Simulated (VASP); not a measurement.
Crystal: TiC.

```
CELL_PARAMETERS angstrom
2.97057 0.00000 0.00000
-1.48529 2.57259 0.00000
0.00000 0.00000 2.91116
ATOMIC_POSITIONS crystal
Ti 0.00000 0.00000 0.00000
C 0.33333 0.66667 0.50000
```

The cell comes from a database or a generator and needn't be the stable form of this composition.

The cell isn't the ideal one: cell and atoms relaxed from a first guess.

| Quantity | Value |
| --- | --- |
| Program | VASP 6.6.1 |
| Task | relaxation of cell and atoms |
| Functional | PBE |
| Potentials or basis | VASP PAW PBE potentials, release 64 (Ti_sv, C) |
| Cutoff | 600 eV |
| k mesh | 16 × 16 × 14 |
| Occupations | fermi-dirac, width 0.08 eV |
| Spin | no spin polarisation |

At the start: pressure -8.3 GPa; volume 11.12 Å³/atom.

Q: How do energy, volume and symmetry change on relaxing?

A: Over 12 steps the energy falls by 81.9 meV/atom and the volume is 10.82 Å³/atom (-2.7 %); space group P-6m2 (No. 187, to 0.05 Å).

The path:
```tsv
step	energy change (eV)	largest force (eV/Å)	pressure (GPa)	volume (Å³)
1	0.0000	0.0000	-8.29	22.25
2	-0.1009	0.0000	15.53	20.35
3	-0.1462	0.0000	5.67	21.02
4	-0.1622	0.0000	-2.23	21.88
5	-0.1636	0.0000	-0.58	21.68
6	-0.1639	0.0000	0.19	21.63
7	-0.1639	0.0000	0.14	21.63
8	-0.1639	0.0000	0.15	21.64
9	-0.1638	0.0000	-0.19	21.66
10	-0.1639	0.0000	0.04	21.64
11	-0.1639	0.0000	0.08	21.64
12	-0.1639	0.0000	0.02	21.65
```

Final structure:
```
CELL_PARAMETERS angstrom
3.04603 0.00000 0.00000
-1.52302 2.63794 0.00000
0.00000 0.00000 2.69435
ATOMIC_POSITIONS crystal
Ti 0.00000 0.00000 0.00000
C 0.33333 0.66667 0.50000
```
